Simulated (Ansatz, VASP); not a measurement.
## Si in VASP and in Ansatz

```xyz
2
Lattice="0.0000 2.6674 2.6674 2.6674 0.0000 2.6674 2.6674 2.6674 0.0000" Properties=species:S:1:pos:R:3 pbc="T T T"
Si    4.0012    4.0012    4.0012
Si    2.6674    2.6674    2.6674
```

Alike in both runs: functional PBE; k mesh 10 × 10 × 10; occupations gaussian, width 0.02 eV; no spin polarisation.

Ansatz relaxed the structure, and its values are those at the end. VASP's run is a single point on that final structure, the one shown.

|  | VASP | Ansatz |
| --- | --- | --- |
| version | VASP 6.6.1 | Ansatz 0.2.0 |
| potentials or method | VASP PAW PBE potentials, release 64 (Si) | scalar-relativistic, plane waves, norm-conserving pseudopotentials |
| plane-wave cutoff (eV) | 520 | 490 |
| valence electrons in the cell | 8 | 8 |

|  | VASP | Ansatz | Ansatz less VASP |
| --- | --- | --- | --- |
| gap on the k mesh at the Fermi level (eV) | 0.48 | 0.48 | -0.003 |
| least direct gap on the mesh (eV) | 2.59 | 2.57 | -0.012 |
| pressure (GPa) | 7.7 | 7.7 | -0.01 |

With one functional, cell and mesh, what is left measures potentials, basis and numerics.

A k mesh can miss the band edges.
